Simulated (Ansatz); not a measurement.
# An extra electron or hole in glassy Al2O3 (180 atoms): runs compared

Aim: add and remove one electron in glassy Al2O3 (180 atoms), with atoms held and relaxed, and read trapping energy and localisation.

Computed with Ansatz 0.2.0: Kohn-Sham DFT, PBE, PAW (set soft_1), plane waves.

## (1) The cell as built

The cell holds 180 atoms: 72 Al and 108 O. Its edges and angles: a = 12.596 Å, b = 12.596 Å, c = 12.596 Å, α = 90.0°, β = 90.0°, γ = 90.0°. 180 atoms (72 Al, 108 O) placed at random at 3.05 g/cm³, melted at 4500 K for 20 ps at fixed volume with the Morse and Coulomb pair potential with partial charges (Pedone, Malavasi, Menziani, Cormack and Segre, J. Phys. Chem. B 110, 11780 (2006)). Quenched from 4500 K to 300 K at 20 K/ps and fixed volume, held 5 ps. The starting density is a measured one.

What the set-up can't give: The quench rate of 20 K/ps is orders of magnitude faster than experiment, which tends to freeze in extra defects. The network of bonds at the start is that of the classical potential that made the cell, and needn't be the one that DFT or experiment would give. The Brillouin zone is sampled at Γ only, in a cell whose shortest periodic width is 13 Å.

## (2) The reference run

The reference is a single point at the end of the relaxation.

The charged cells start from the geometry of this run, on a uniform background, with spin and a narrow Fermi–Dirac smearing.

Its input, with most atom lines left out:

```yaml
crystal:
  lattice:
    - [12.5958, 0.0, 0.0]
    - [0.0, 12.5958, 0.0]
    - [0.0, 0.0, 12.5958]
  atoms:
    - { symbol: Al, position: [0.10801, 0.34635, 0.83573] }
    - { symbol: Al, position: [0.62816, 0.67616, 0.24104] }
    - { symbol: Al, position: [0.86429, 0.35844, 0.75667] }
    - { symbol: Al, position: [0.92712, 0.41649, 0.98235] }
    - { symbol: Al, position: [0.47346, 0.65772, 0.40372] }
    - { symbol: Al, position: [0.23001, 0.57131, 0.77563] }
    - { symbol: Al, position: [0.95056, 0.80311, 0.67959] }
    [... atom lines 8 to 180 left out ...]
kpoints:
  mp_grid: { grid: [1, 1, 1] }
hamiltonian:
  xc: pbe
  pseudopotentials: { kind: paw, azcp: { folder: soft_1 } }
scf:
  occupations: { method: fixed }
output:
  forces: true
  stress: true
  populations: true
  dos:
    method: { smearing: { sigma: 0.15 } }
    de: 0.1
    projected: { site_lists: { Al: [Al], O: [O] } }
  eigenvalues: true
  write_density: true
  write_potential: true
  volumetric_format: npy
```

| Item | Value |
| --- | --- |
| free energy per atom | -556.8296 eV/atom |
| r.m.s. force component | 0.00681 eV/Å |
| pressure | 0.613 GPa |

Filled and empty levels are parted by 3.43 eV (at Γ alone); a semilocal functional tends to put such gaps too low. In a disordered cell it changes from sample to sample, and tail or defect levels can set it.

## (3) The runs

Each row is one run, on 4 threads of Arm Neoverse V1, shared host. The free energy is the program's total, comparable only between runs with the same functional, potentials and atoms; between charge states it hangs on the program's zero of potential.

```csv
run,atoms,outcome,"ionic steps, all passes",free energy (eV),time,host memory (GiB)
Single point at the start,180,converged,-,-100218.344,43 s,2.8
Relaxation,180,converged,8,-100229.330,3.6 min,2.8
Single point at the relaxed geometry,180,converged,-,-100229.330,78 s,3.1
"An extra electron, atoms held",180,converged,-,-100220.782,3.2 min,5.6
"An extra electron, atoms relaxed",180,converged,2,-100220.787,3.4 min,5.5
"An extra electron, levels at the relaxed geometry",180,converged,-,-100220.787,3.2 min,5.6
Neutral at the geometry of the electron,180,converged,-,-100229.328,74 s,3.1
"An extra hole, atoms held",180,converged,-,-100234.261,4.2 min,5.6
"An extra hole, atoms relaxed",180,converged,6,-100234.381,12 min,5.5
"An extra hole, levels at the relaxed geometry",180,converged,-,-100234.381,3.7 min,5.6
Neutral at the geometry of the hole,180,converged,-,-100229.090,73 s,3.1
```

In some runs the program notes that starting moments were not kept.

The surroundings of O79, which holds the most spin of the extra hole after relaxation, nearest first, numbered as they follow in the input and with coordinates relative to it.

```csv
atom,x,y,z,distance (Å),intrinsic-atomic-orbital charge (e),moment (μB)
O79,0.00,0.00,0.00,0.00,-0.81,0.19
Al7,1.21,-1.16,0.40,1.72,1.37,0.00
Al70,-1.64,0.55,0.06,1.73,1.35,0.00
O168,1.00,-0.98,2.20,2.60,-0.86,0.06
O157,-0.87,1.76,-1.75,2.63,-0.85,0.04
O117,-2.46,-0.46,-1.26,2.80,-0.87,0.00
O180,2.67,-0.70,-0.53,2.82,-0.90,0.00
O76,-2.44,-0.44,1.40,2.85,-0.88,0.01
```

## (4) Energies and spread of the extra charge

Energies are differences within one cell and functional; the shift is the gain plus the neutral cell's energy at the new geometry, that is how much cheaper the vertical process becomes there. The spread is the participation number of the site moments (1/Σw², over the spin inside atomic spheres), with the atom that holds the largest share and the spin that the spheres hold in all.

```csv
carrier,"charged less neutral, atoms held (eV)",gain on relaxing (eV),"neutral cell at that geometry, less the reference (eV)",shift of the vertical energy (eV),"spread, atoms held","spread, relaxed"
electron,8.548,0.006,0.002,0.007,-,-
hole,-4.932,0.120,0.240,0.359,24; O79 11 % of 0.81 μB,9; O79 23 % of 0.82 μB
```

## (5) Outcome

The extra electron gains 0.0058 eV as the atoms relax: so small a gain shows no trapping at this level. The cell with the electron keeps a moment of only 0.00 μB where one unpaired electron should give 1 μB: the carrier is shared between both spins, which can hide trapping. The extra hole gains 0.12 eV as the atoms relax, and its spin goes from about 24 to 9 atoms: a partial localisation as the atoms move, with the largest share on O79. The O79–O168 distance goes from 2.70 to 2.60 Å. The hole is shared among 2 partly filled levels, as near-degenerate levels under the smearing give, and as self-interaction favours. Adding the two vertical energies gives 3.62 eV, against a gap of 3.43 eV in the neutral cell. The zero of the potential cancels in this sum; the excess isn't taken apart here: charging of a small cell, filling of bands on a coarse mesh and the attraction to the background can all enter.

**Limits.** Single energies of charged cells hang on the program's zero of potential. In the spin-polarised runs the search for a state of lower energy was switched off. No distortion was seeded, so a trapped state behind a barrier can't be found. Local and semilocal functionals favour spread-out charges, so trapping can be missed. Charged cells carry a uniform background, with no correction for images.

The DFT runs together took 38 min of wall time.

[Logs are printed without paths, hosts, clocks, repeated set-up lines and the standing remarks that a program may print on its own settings, such as how far it seeks lower states.]

[Hosts, paths, dates, database ids (printed as entryN), source tags and the programs' standing remarks are cut or masked in the printed files.]
